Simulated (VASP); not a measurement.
**A VASP 6.6.1 single-point calculation on Mg₂Ge**

INCAR

```
ISMEAR = -1
ENCUT = 520
NSW = 0
EDIFF = 1E-7
LASPH = .TRUE.
LWAVE = .FALSE.
LREAL = .FALSE.
PREC = Accurate
GGA = ZZ
ISIF = 2
NELM = 98
IBRION = -1
NBANDS = 16
SIGMA = 0.02
LCHARG = .FALSE.
```

KPOINTS

```
KPOINTS created by Atomic Simulation Environment
0
Gamma
8 8 8
0 0 0
```

POSCAR

```
Ge Mg
 1.0000000000000000
     0.0000000000000000    3.1512702252000002    3.1512702252000002
     3.1512702252000002    0.0000000000000000    3.1512702252000002
     3.1512702252000002    3.1512702252000002    0.0000000000000000
 Ge  Mg
   1   2
Cartesian
  0.0000000000000000  0.0000000000000000  0.0000000000000000
  1.5756351126000001  1.5756351126000001  1.5756351126000001
  4.7269053377999999  4.7269053377999999  4.7269053377999999
```

The recommended PBE PAW datasets give the neutral cell 18 valence electrons.

Command

```
mpirun -np 1 vasp_std
```

Problem. Predict the outcome of this run.

Solution. VASP stopped before the first electronic step.

Standard output (part)

```
POSCAR found type information on POSCAR GeMg
 POSCAR found :  2 types and       3 ions
|     EEEEEEE  RRRRRR   RRRRRR   OOOOOOO  RRRRRR      ###     ###     ###     |
|     E        R     R  R     R  O     O  R     R     ###     ###     ###     |
|     E        R     R  R     R  O     O  R     R     ###     ###     ###     |
|     EEEEE    RRRRRR   RRRRRR   O     O  RRRRRR       #       #       #      |
|     E        R    R   R    R   O     O  R    R      ###     ###     ###     |
|     EEEEEEE  R     R  R     R  OOOOOOO  R     R     ###     ###     ###     |
|     Error: One of the selected functionals does not exist.                  |
|       ---->  I REFUSE TO CONTINUE WITH THIS SICK JOB ... BYE!!! <----       |
```

The fault: unknown functional word.
